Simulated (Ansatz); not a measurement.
The system is Ir.

```
Ir
1.0
     0.00000    1.91560    1.91560
     1.91560    0.00000    1.91560
     1.91560    1.91560    0.00000
Ir
1
Direct
  0.00000 0.00000 0.00000
```

| Item | Value |
| --- | --- |
| Program | Ansatz 0.2.0 |
| Task | relaxation of cell and atoms |
| Functional | RPBE |
| Potentials or basis | Ansatz PAW |
| Cutoff | 420 eV (not typed: the program's choice for these potentials) |
| k mesh | 12 × 12 × 12 |
| Occupations | fermi-dirac, width 0.05 eV |
| Spin | no spin polarisation |

At the start: volume 14.06 Å³/atom.

Q: Where does the relaxation end?

A: It ends after 5 steps and the volume is 14.66 Å³/atom (+4.3 %); space group Fm-3m (No. 225, to 0.05 Å).

The path:
```
step  energy change (eV)  largest force (eV/Å)  volume (Å³)
   1              0.0000                0.0000        14.06
   2             -0.0268                0.0000        14.75
   3             -0.0273                0.0000        14.67
   4             -0.0273                0.0000        14.66
   5             -0.0276                0.0000        14.66
```

Final structure:
```yaml
crystal:
  lattice:
    - [0.00000, 1.94249, 1.94249]
    - [1.94249, 0.00000, 1.94249]
    - [1.94249, 1.94249, 0.00000]
  atoms:
    - { symbol: Ir, position: [0.00000, 0.00000, 0.00000] }
```

Caveat: the plane-wave basis is chosen anew once the cell has moved, so the energies of steps on either side of that aren't comparable; the PAW data sets come from PBE, with cores solved anew for the run's functional, which leaves a small shift of forces and pressure.
